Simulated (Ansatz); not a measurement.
Runs of Ansatz 0.2.0 on CoO. The structure is tetragonal, space group I4/mmm (No. 139). Conventional cell: a = 3.016 Å, b = 3.016 Å, c = 4.214 Å, α = 90.00°, β = 90.00°, γ = 90.00°. Co (site symmetry 4/mmm) is surrounded by 6 O at 2.11 to 2.13 Å. O (site symmetry 4/mmm) has 6 Co at 2.11 to 2.13 Å as nearest neighbours. 

| task | potentials or basis | cell | cutoff (eV) | basis error allowed | pressure (GPa) | moment (μB) |
| --- | --- | --- | --- | --- | --- | --- |
| band structure | all-electron LAPW, inner shells corrected to Dirac's equation | as given | 369 | 0.001 eV/atom | -9.2 | 2.94 |
| band structure | all-electron LAPW, non-relativistic | as given | 369 | 0.001 eV/atom | (a) | 2.92 |
| band structure | all-electron PAW datasets made for the crystal | as given | 420 | - | -9.2 | 2.94 |
| relaxation of cell and atoms | all-electron LAPW, scalar-relativistic | relaxed to 5 GPa | - | 0.001 eV/atom | 5.0 | 2.55 |
| band structure | all-electron LAPW, scalar-relativistic | as given | 369 | 0.001 eV/atom | -9.2 | 2.94 |

Alike in all rows: level PBEsol; spin collinear, ferromagnetic start; k mesh 12 × 12 × 12; smearing fermi-dirac 0.05 eV.

Question: Fill in the values left out.

Answer: (a) -8.2.

Caveats: a cell with one magnetic atom can't hold antiferromagnetic order, which such compounds often take.

The runs don't all hold the same shells in valence.
